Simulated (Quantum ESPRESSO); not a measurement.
BAs:

```
As B
1.0
     0.00000    2.38850    2.38850
     2.38850    0.00000    2.38850
     2.38850    2.38850    0.00000
As B
1 1
Direct
  0.75000 0.75000 0.75000
  0.00000 0.00000 0.00000
```

- Program: Quantum ESPRESSO 7.5
- Task: Berry-phase polarisation
- Functional: PBEsol
- Potentials or basis: GBRV 1.5 PBEsol
- Cutoff: 612 eV
- Density cutoff: 4898 eV
- k mesh: 6 × 6 × 6
- Occupations: fermi-dirac, width 0.05 eV
- Spin: no spin polarisation
- Mixing beta: 0.5
- Most SCF iterations: 120
- SCF threshold: 4e-10 Ry
- Startingwfc: random
- k points per string: 12 × 12 × 12

The cell and the atoms were relaxed first, to 13.66 Å³/atom (a = 3.381 Å, b = 3.381 Å, c = 3.381 Å, α = 60.00°, β = 60.00°, γ = 60.00°), and the response was taken there.

The first run showed a gap, so the response started from a second, tighter run with fixed occupations.

Task: What formal polarisation does the Berry-phase calculation give along the three lattice vectors?

Result: -0.497, -0.497, -0.497 C/m², each defined up to a quantum of 1.983, 1.983, 1.983 C/m², that is -0.251, -0.251, -0.251 of the quanta. A formal value alone isn't measurable: only its change along an insulating path is.

Berry phases in units of 2π:
```
direction   ionic  electronic  their sum is defined modulo
       a1  -0.250      -0.001                            1
       a2  -0.250      -0.001                            1
       a3  -0.250      -0.001                            1
```

Caveat: with symmetry on, the polarisation can be off by several percent.
